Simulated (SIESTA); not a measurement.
The system is GaSb.

```
CELL_PARAMETERS angstrom
0.00000 3.05900 3.05900
3.05900 0.00000 3.05900
3.05900 3.05900 0.00000
ATOMIC_POSITIONS crystal
Sb 0.75000 0.75000 0.75000
Ga 0.00000 0.00000 0.00000
```

Base run:

```yaml
Program: SIESTA 5.4.2
Functional: BLYP
Potentials_or_basis: PseudoDojo 0.4 standard (PBE files)
Basis: DZP (energy shift 0.003 Ry; two zetas on semicore shells)
Grid_cutoff: 800 Ry
Energy_shift: 0.003 Ry
k_mesh: 8 × 8 × 8
Occupations: fermi-dirac, width 0.05 eV
Spin: no spin polarisation
```

Its results: band gap on the k mesh none (metal or under the smearing width); pressure 5.4 GPa.

Q: The run is repeated on the same cell with these changes: functional from BLYP to PBE. What comes out?

A: Band gap on the k mesh 0.14 eV, direct; pressure 2.5 GPa.

PBE binds more tightly than BLYP, so the same cell stands under less pressure.

Caveats: the basis of atomic orbitals isn't converged, which shifts pressures, moduli and gaps; the potentials were made for another functional, which shifts forces and pressure (some runs); spin-orbit coupling is left out, which moves the levels of the heavy elements (some runs).

A k mesh can miss the band edges.

Not every run made on this cell is shown here.
